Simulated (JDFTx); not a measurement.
# GaP (F-43m) in JDFTx: notebook, part 2 of 2

JDFTx 1.7.0 (patched build). The steps go on from the part before.

## 4. Single point, HSE06

Contents of GaP.in:

```
include GaP.lattice
coords-type Lattice
include GaP.ionpos

ion-species pseudo/Ga.upf
ion-species pseudo/P.upf
elec-cutoff 36 288
elec-ex-corr hyb-HSE06
kpoint-folding 3 3 3
elec-smearing Fermi 0.0018374661
elec-n-bands 15
electronic-SCF nIterations 100 energyDiffThreshold 1e-07
electronic-minimize nIterations 30 energyDiffThreshold 1e-7
converge-empty-states yes
forces-output-coords Cartesian

dump-name run.$VAR
dump End Ecomponents EigStats BandEigs Kpoints Forces Stress
```

Contents of GaP.lattice:

```
lattice \
    0.0000000000     5.1499761211     5.1499761211 \
    5.1499761211     0.0000000000     5.1499761211 \
    5.1499761211     5.1499761211     0.0000000000
```

Contents of GaP.ionpos:

```
ion Ga     0.0000000000     0.0000000000     0.0000000000 1
ion P      0.7500000000     0.7500000000     0.7500000000 1
```

Potentials or basis: PseudoDojo-SR-PBE-0.5-standard.

Run with:

```
jdftx -c 1 -i GaP.in -o GaP.out
```

Standard output:

```text
*************** JDFTx 1.7.0 (patched build) ***************

Input parsed successfully to the following command list (including defaults):

basis kpoint-dependent
converge-empty-states yes
coords-type Lattice
core-overlap-check vector
coulomb-interaction Periodic
davidson-band-ratio 1.1
dump End Forces BandEigs EigStats Ecomponents Stress Kpoints
dump-name run.$VAR
elec-cutoff 36 288
elec-eigen-algo Davidson
elec-ex-corr hyb-HSE06
elec-n-bands 15 1
elec-smearing Fermi 0.00183747
electronic-minimize  \
	dirUpdateScheme      FletcherReeves \
	linminMethod         DirUpdateRecommended \
	nIterations          30 \
	history              15 \
	knormThreshold       0 \
	maxThreshold         no \
	energyDiffThreshold  1e-07 \
	nEnergyDiff          2 \
	convergeAll          no \
	alphaTstart          1 \
	alphaTmin            1e-10 \
	updateTestStepSize   yes \
	alphaTreduceFactor   0.1 \
	alphaTincreaseFactor 3 \
[... 451 lines left out ...]
Setting wave functions to eigenvectors of Hamiltonian
Converging empty states (this may take a while): |deigs|: 6.362e-06
Computing exact exchange ... done.

# Stress tensor in Cartesian coordinates [Eh/a0^3]:
[  3.48761e-05            0            0  ]
[            0  3.48761e-05            0  ]
[            0            0  3.48761e-05  ]

# Ionic positions in lattice coordinates:
ion Ga   0.000000000000000   0.000000000000000   0.000000000000000 1
ion P   0.750000000000000   0.750000000000000   0.750000000000000 1

# Forces in Cartesian coordinates:
force Ga   0.000000000000000   0.000000000000000  -0.000000000000000 1
force P  -0.000000000000000  -0.000000000000000  -0.000000000000000 1

# Energy components:
   Eewald =      -48.2388119437273133
       EH =       25.7348640724621980
     Eloc =      -65.7817458952061571
      Enl =      -36.3815651400705065
      Exc =      -17.9154463608375352
 Exc_core =        7.4885989903305932
      EXX =       -1.8068935883184760
       KE =       64.1681410832345733
-------------------------------------
     Etot =      -72.7328587821326238
       TS =        0.0000000000006077
-------------------------------------
        F =      -72.7328587821332349

IonicMinimize: Iter:   0  F: -72.732858782133235  |grad|_K:  1.786e-35
IonicMinimize: Converged (|grad|_K<1.000000e-04).

#--- Lowdin population analysis ---
# oxidation-state Ga +0.135
# oxidation-state P -0.084

Dumping 'run.eigStats' ...
	eMin: -0.297486 at state 3 ( [ +0.000000 +0.333333 -0.333333 ] spin 0 )
	HOMO: +0.266586 at state 0 ( [ +0.000000 +0.000000 +0.000000 ] spin 0 )
	mu  : +0.311169
	LUMO: +0.357051 at state 2 ( [ +0.000000 +0.333333 +0.333333 ] spin 0 )
	eMax: +0.731568 at state 2 ( [ +0.000000 +0.333333 +0.333333 ] spin 0 )
	HOMO-LUMO gap: +0.090465
	Optical gap  : +0.100446 at state 0 ( [ +0.000000 +0.000000 +0.000000 ] spin 0 )
Done!
[note: mu as printed may lie anywhere between the filled and the empty levels]
```

Run time: 15 min. Hardware: 1 thread of AMD EPYC 9R45 (Zen 5), shared host; peak memory 0.22 GiB.

Results:

| Item | Value |
| --- | --- |
| Free energy | -1979.1619 eV |
| Pressure | -1.0 GPa |
| Band gap on the k mesh | 2.46 eV, indirect (least direct gap 2.73 eV) |
| Loewdin charges | Ga +0.14; P -0.08 e |

Caveat: the k mesh is coarse (spacing up to 0.67 Å⁻¹), so the values aren't converged, least of all with exact exchange; the cutoff is short for these files and lowers the pressure by up to 1 GPa; this program's HSE differs a little from the usual definition; the hybrid runs on potentials with a model core; the potentials were made for another functional, which shifts forces and pressure; an odd mesh through Γ misses points on the zone boundary, where band edges often lie.

## 5. Summary

| level | potentials or basis | k mesh | cutoff (eV) | SCF threshold on the energy | mesh quality | gap on the mesh (eV) | pressure (GPa) |
| --- | --- | --- | --- | --- | --- | --- | --- |
| TASK | SG15-PBE-1.2 | 8 × 8 × 8 | 1088 | 1e-09 Ha | not flagged | 2.13 | 0.6 |
| BLYP | PseudoDojo-SR-PBE-0.5-standard | 8 × 8 × 8 | 1088 | 1e-09 Ha | not flagged | 1.66 | 6.0 |
| HSE06 | PseudoDojo-SR-PBE-0.5-standard | 3 × 3 × 3 | 980 | 1e-07 Ha | coarse | 2.46 | -1.0 |

Alike in all rows: task single point; no spin polarisation; cell as given; smearing fermi-dirac 0.05 eV.

Caveats: some runs use coarse meshes; the potentials were made for another functional, which shifts forces and pressure; the empty levels aren't tightly converged (some runs); the cutoff is short for these files and lowers the pressure by up to 1 GPa (some runs); this program's HSE differs a little from the usual definition (some runs); the hybrid runs on potentials with a model core (some runs); an odd mesh through Γ misses points on the zone boundary, where band edges often lie (some runs).

Absolute energies hang on the potentials; compare differences alone.

## 6. Against experiment

Step 2. Against the measured gap of GaP, 2.34 eV (indirect; 10 K; quoted in “Stacking defects in GaP nanowires: Electronic structure and optical properties”, 2018, arxiv:1810.01194), the calculated 2.13 eV is off by -0.21 eV. Spin-orbit coupling on Ga is left out. The value is that of TASK on a finite k mesh, which can miss the band edges, without temperature or zero-point motion.

Step 3. Against the measured gap of GaP, 2.34 eV (indirect; 10 K; quoted in “Stacking defects in GaP nanowires: Electronic structure and optical properties”, 2018, arxiv:1810.01194), the calculated 1.66 eV is off by -0.68 eV. Spin-orbit coupling on Ga is left out. The value is that of BLYP on a finite k mesh, which can miss the band edges, without temperature or zero-point motion. Semilocal functionals fall short of measured gaps as a rule.
